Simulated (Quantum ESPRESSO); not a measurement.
A run of Quantum ESPRESSO 7.5 is set up as follows.

File pw.in:

```
&CONTROL
  calculation = 'scf'
  prefix = 'pwscf'
  outdir = './tmp'
  pseudo_dir = './pseudo'
  tprnfor = .true.
  tstress = .true.
  disk_io = 'low'
/
&SYSTEM
  ibrav = 0
  nat = 2
  ntyp = 2
  ecutwfc = 56
  nbnd = 16
  occupations = 'smearing'
  smearing = 'fd'
  degauss = 0.00367493
/
&ELECTRONS
  conv_thr = 4d-10
  electron_maxstep = 120
  mixing_beta = 0.5
/
ATOMIC_SPECIES
Pb   207.2000 Pb.upf
S     32.0600 S.upf
CELL_PARAMETERS angstrom
   0.0000000000    2.9657500000    2.9657500000
   2.9657500000    0.0000000000    2.9657500000
   2.9657500000    2.9657500000    0.0000000000
ATOMIC_POSITIONS angstrom
Pb     0.0000000000    0.0000000000    0.0000000000
S      2.9657500000    2.9657500000    2.9657500000
K_POINTS automatic
8 8 8 1 1 1
```

Contents of gamma.in:

```
&CONTROL
  calculation = 'bands'
  prefix = 'pwscf'
  outdir = './tmp'
  pseudo_dir = './pseudo'
  disk_io = 'low'
  verbosity = 'high'
/
&SYSTEM
  ibrav = 0
  nat = 2
  ntyp = 2
  ecutwfc = 56
  nbnd = 16
  occupations = 'smearing'
  smearing = 'fd'
  degauss = 0.00367493
/
&ELECTRONS
  conv_thr = 1d-08
  electron_maxstep = 120
  mixing_beta = 0.5
  diago_full_acc = .true.
  startingwfc = 'random'
/
ATOMIC_SPECIES
Pb   207.2000 Pb.upf
S     32.0600 S.upf
CELL_PARAMETERS angstrom
   0.0000000000    2.9657500000    2.9657500000
   2.9657500000    0.0000000000    2.9657500000
   2.9657500000    2.9657500000    0.0000000000
ATOMIC_POSITIONS angstrom
Pb     0.0000000000    0.0000000000    0.0000000000
S      2.9657500000    2.9657500000    2.9657500000
K_POINTS crystal
1
0.0 0.0 0.0 1
```

The input scf2.in:

```
&CONTROL
  calculation = 'scf'
  prefix = 'pwscf'
  outdir = './tmp'
  pseudo_dir = './pseudo'
  tprnfor = .true.
  tstress = .true.
  disk_io = 'low'
/
&SYSTEM
  ibrav = 0
  nat = 2
  ntyp = 2
  ecutwfc = 56
  nbnd = 16
  occupations = 'fixed'
/
&ELECTRONS
  conv_thr = 1d-13
  electron_maxstep = 120
  mixing_beta = 0.5
  startingpot = 'file'
/
ATOMIC_SPECIES
Pb   207.2000 Pb.upf
S     32.0600 S.upf
CELL_PARAMETERS angstrom
   0.0000000000    2.9657500000    2.9657500000
   2.9657500000    0.0000000000    2.9657500000
   2.9657500000    2.9657500000    0.0000000000
ATOMIC_POSITIONS angstrom
Pb     0.0000000000    0.0000000000    0.0000000000
S      2.9657500000    2.9657500000    2.9657500000
K_POINTS automatic
8 8 8 1 1 1
```

ph.in

```
dielectric of PbS
&INPUTPH
  prefix = 'pwscf'
  outdir = './tmp'
  tr2_ph = 1d-18
  fildyn = 'dyn'
  niter_ph = 90
  alpha_mix(1) = 0.7
  epsil = .true.
  trans = .false.
  zeu = .true.
/
0.0000000000 0.0000000000 0.0000000000
```

Potentials or basis: PseudoDojo 0.4.1 SR PBEsol standard.

The run is started by

```bash
$ OMP_NUM_THREADS=1 pw.x -in pw.in > pw.out
$ OMP_NUM_THREADS=1 pw.x -in gamma.in > gamma.out
$ OMP_NUM_THREADS=1 pw.x -in scf2.in > scf2.out
$ OMP_NUM_THREADS=1 ph.x -in ph.in > ph.out
```

**Question.** What does it give for the electronic dielectric tensor (diagonal)?

**Answer.** 17.50.

**Question.** What does it give for the Born charges (mean of the diagonal)?

**Answer.** Pb +4.48; S -4.47 e.

**Question.** What does it give for the pressure?

**Answer.** -0.8 GPa.

Born effective charge tensors (e):
atom 1, Pb
```
4.48 0.00 0.00
0.00 4.48 0.00
0.00 0.00 4.48
```
atom 2, S
```
-4.47  0.00  0.00
 0.00 -4.47  0.00
 0.00  0.00 -4.47
```

The run has no spin-orbit coupling, so splittings on Pb are missing.

**Experimental background.**

A printed reference work, monograph reports, for a bulk crystal of PbS at 300 K: high-frequency dielectric constant 17.2.

Against the measured high-frequency dielectric constant of PbS, 17.2 (300 K; a printed reference work, monograph), the calculated 17.50 is off by +1.8 %.
